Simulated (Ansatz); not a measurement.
Input of an Ansatz 0.2.0 run:

File input.yaml:

```yaml
crystal:
  lattice:
    - [0.0, 3.059, 3.059]
    - [3.059, 0.0, 3.059]
    - [3.059, 3.059, 0.0]
  atoms:
    - { symbol: Sb, position: [0.75, 0.75, 0.75] }
    - { symbol: Ga, position: [0.0, 0.0, 0.0] }
kpoints:
  mp_grid: { grid: [6, 6, 6] }
scf:
  occupations: { method: fermi_dirac, width: 0.05 }
hamiltonian:
  xc: hse06
  pseudopotentials: { kind: all_electron, datasets: crystal }
output:
  forces: true
  stress: true
```

Potentials or basis: all-electron PAW datasets made for the crystal.

Command:

```bash
$ ansatz run input.yaml --threads 2 --pin off --max-ram 8192MiB --backend cpu --events-out ev --progress --plain --runs-dir out
```

Task: Predict the pressure.

Result: 0.6 GPa.

Task: Predict the band gap on the k mesh.

Result: 0.84 eV, direct.

Caveat: the program warned that the printed levels may be off, so bands, gaps and densities of states are rough; spin-orbit coupling is left out, which moves the levels of the heavy elements.

**Measured values to compare with.**

A printed reference work, data compilation reports, for a bulk crystal of GaSb at 4.2 K: band gap 0.811 eV (direct).

Measured gap of GaSb: 0.811 eV (direct; 4.2 K; a printed reference work, data compilation). This calculation gives 0.84 eV (+0.03 eV). Spin-orbit coupling on Ga, Sb is left out. The value is that of HSE06 on a finite k mesh, which can miss the band edges, without temperature or zero-point motion.
